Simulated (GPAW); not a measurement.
## TiSe in GPAW: the effect of functional

TiSe:

```xyz
2
Lattice="3.2036 0.0000 0.0000 0.0000 3.2036 0.0000 0.0000 0.0000 3.2036" Properties=species:S:1:pos:R:3 pbc="T T T"
Ti    0.0000    0.0000    0.0000
Se    1.6018    1.6018    1.6018
```

The cell was built by a generator and needn't be a form met in nature.

Alike in all runs:

| Property | Result |
| --- | --- |
| Program | GPAW 26.7.0 |
| Task | relaxation of cell and atoms |
| Cutoff | 600 eV |
| Basis | pw |
| k mesh | 7 × 7 × 7 |
| Occupations | fermi-dirac, width 0.05 eV |
| Spin | no spin polarisation |

Each run relaxes the cell or the atoms first.

```tsv
functional	potentials or basis	relaxed volume (Å³/atom)
LDA	the program's PAW data sets (release 1.2.1) made for this functional	15.31
PBE	GPAW PAW data sets (gpaw-data 1.2.1)	16.44
PBEsol	PAW data sets generated in the run's folder for this functional	15.72
SCAN	GPAW PAW data sets (gpaw-data 1.2.1)	16.24
BLYP	PAW data sets generated in the run's folder for this functional	?
r2SCAN	GPAW PAW data sets (gpaw-data 1.2.1)	16.36
PW91	PAW data sets generated in the run's folder for this functional	16.44
AM05	PAW data sets generated in the run's folder for this functional	15.64
```

**Question.** What does the run with functional BLYP give?

**Answer.** Relaxed volume 17.50 Å³/atom.

Caveats: later steps reuse the first step's grids; the relaxation stopped at its first step, so nothing moved (some runs); the PAW data sets were made with another functional, which shifts forces and pressure a little (some runs).
